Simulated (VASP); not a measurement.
Crystal: Si.

```
Si
1.0
     7.10392    0.00000    0.00000
     0.00000    5.31814    0.00000
     0.00000    0.00000    3.46197
Si
8
Direct
  0.00000 0.16972 0.16910
  0.50000 0.83028 0.66910
  0.50000 0.16972 0.33090
  0.00000 0.83028 0.83090
  0.25000 0.38324 0.25000
  0.25000 0.61676 0.75000
  0.75000 0.61676 0.75000
  0.75000 0.38324 0.25000
```

The cell was built by a generator and needn't be a form met in nature.

```yaml
Program: VASP 6.6.1
Task: relaxation of cell and atoms
Functional: PBE
Potentials_or_basis: VASP PAW PBE potentials, release 64 (Si)
Cutoff: 600 eV
k_mesh: 4 × 4 × 6
Occupations: gaussian, width 0.1 eV
Spin: no spin polarisation
```

At the start: pressure 36.6 GPa; volume 16.35 Å³/atom.

Problem. Where does the relaxation end?

Solution. Over 22 steps the energy falls by 766.0 meV/atom and the volume is 20.46 Å³/atom (+25.2 %); space group Fd-3m (No. 227, to 0.05 Å).

Step by step:
```csv
step,energy change (eV),largest force (eV/Å),pressure (GPa),volume (Å³)
1,0.0000,2.5295,36.57,130.79
2,-1.7573,1.1985,-11.03,214.46
3,-3.9101,1.4889,-1.20,169.65
4,-3.9139,1.4947,-0.65,168.46
5,-3.9138,1.4987,-0.28,167.65
6,-4.3691,1.7713,-1.57,169.31
7,-4.6477,2.5262,-2.33,171.32
8,-4.8263,2.4973,-2.42,171.17
9,-5.2708,2.2576,-2.58,170.69
10,-5.3458,1.7717,-1.67,169.61
11,-5.4828,1.8733,-2.43,170.20
12,-5.4926,1.7819,-2.32,170.07
13,-5.7524,1.4271,-2.07,168.58
14,-6.0252,0.8074,-0.26,164.31
15,-6.0328,0.7873,-0.65,164.95
16,-6.0772,0.5559,-0.30,164.20
17,-6.1214,0.0490,0.57,162.54
18,-6.1216,0.0542,0.65,162.40
19,-6.1261,0.0692,0.22,163.16
20,-6.1271,0.0813,-0.12,163.79
21,-6.1271,0.0808,-0.09,163.73
22,-6.1278,0.0390,-0.08,163.71
```

Final structure:
```cif
data_structure
_symmetry_space_group_name_H-M 'P 1'
_symmetry_Int_Tables_number 1
_cell_length_a 7.7434
_cell_length_b 5.4653
_cell_length_c 3.8684
_cell_angle_alpha 90.000
_cell_angle_beta 90.000
_cell_angle_gamma 90.000
_cell_volume 163.71
loop_
_atom_site_label
_atom_site_type_symbol
_atom_site_fract_x
_atom_site_fract_y
_atom_site_fract_z
_atom_site_occupancy
Si1 Si 0.00000 0.12528 0.24975 1
Si2 Si 0.50000 0.87472 0.74975 1
Si3 Si 0.50000 0.12528 0.25025 1
Si4 Si 0.00000 0.87472 0.75025 1
Si5 Si 0.25000 0.37482 0.25000 1
Si6 Si 0.25000 0.62518 0.75000 1
Si7 Si 0.75000 0.62518 0.75000 1
Si8 Si 0.75000 0.37482 0.25000 1
```

Caveat: the volume moved by over 15 % at a fixed basis, so the end points are rough.
